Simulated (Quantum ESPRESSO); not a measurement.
Wanted: the native input for a Quantum ESPRESSO 7.5 run.

```yaml
Task: relaxation of cell and atoms
Functional: LDA
Potentials_or_basis: SSSP 1.3 efficiency PBE
Cutoff: 939 eV
Density_cutoff: 7510 eV
k_mesh: 8 × 8 × 8
Occupations: fermi-dirac, width 0.05 eV
Spin: no spin polarisation
Target_pressure: 5 GPa
Form_of_the_LDA_correlation: PZ81
Mixing_beta: 0.5
Most_SCF_iterations: 120
SCF_threshold: 4e-10 Ry
Most_ionic_steps: 40
Forc_conv_thr: 0.0004 Ry/bohr
Etot_conv_thr: 1e-05 Ry
Ion_dynamics: bfgs
Cell_dynamics: bfgs
Press_conv_thr: 0.3 kbar
```

Crystal: CdS (Hawleyite).

```
Cd S
1.0
     0.00000    2.91650    2.91650
     2.91650    0.00000    2.91650
     2.91650    2.91650    0.00000
Cd S
1 1
Cartesian
  0.0000 0.0000 0.0000
  4.3748 4.3748 4.3748
```

The input as run:

pw.in

```
&CONTROL
  calculation = 'vc-relax'
  prefix = 'pwscf'
  outdir = './tmp'
  pseudo_dir = './pseudo'
  tprnfor = .true.
  tstress = .true.
  disk_io = 'low'
  nstep = 40
  forc_conv_thr = 0.0004
  etot_conv_thr = 1d-05
/
&SYSTEM
  ibrav = 0
  nat = 2
  ntyp = 2
  ecutwfc = 69
  ecutrho = 552
  nbnd = 15
  input_dft = 'pz'
  occupations = 'smearing'
  smearing = 'fd'
  degauss = 0.00367493
/
&ELECTRONS
  conv_thr = 4d-10
  electron_maxstep = 120
  mixing_beta = 0.5
/
&IONS
  ion_dynamics = 'bfgs'
/
&CELL
  cell_dynamics = 'bfgs'
  press = 50
  press_conv_thr = 0.3
/
ATOMIC_SPECIES
Cd   112.4140 Cd.pbe-dn-rrkjus_psl.0.3.1.UPF
S     32.0600 s_pbe_v1.4.uspp.F.UPF
CELL_PARAMETERS bohr
   0.0000000000    5.5113862425    5.5113862425
   5.5113862425    0.0000000000    5.5113862425
   5.5113862425    5.5113862425    0.0000000000
ATOMIC_POSITIONS bohr
Cd     0.0000000000    0.0000000000    0.0000000000
S      8.2670793637    8.2670793637    8.2670793637
K_POINTS automatic
8 8 8 0 0 0
```

Potentials or basis: SSSP 1.3 efficiency PBE.

The run is started by

```bash
$ OMP_NUM_THREADS=1 pw.x -in pw.in > pw.out
```

Results of the run:

```json
{
 "Relaxed volume": "22.54 Å³/atom",
 "Relaxed cell": "a = 3.995 Å, b = 3.995 Å, c = 3.995 Å, α = 60.00°, β = 60.00°, γ = 60.00°",
 "Space group after relaxing (to 0.05 Å)": "F-43m (No. 216)",
 "Energy change on relaxing (the enthalpy is what falls)": "+16.9 meV/atom",
 "Ionic steps": "5",
 "Pressure after relaxing": "5.1 GPa",
 "Band gap on the k mesh": "1.00 eV, direct"
}
```

Caveat: the potentials were made for another functional, which shifts forces and pressure.

Wall time 3.2 min on 1 thread of Arm Neoverse V2, on a shared host, peak memory 0.31 GiB.
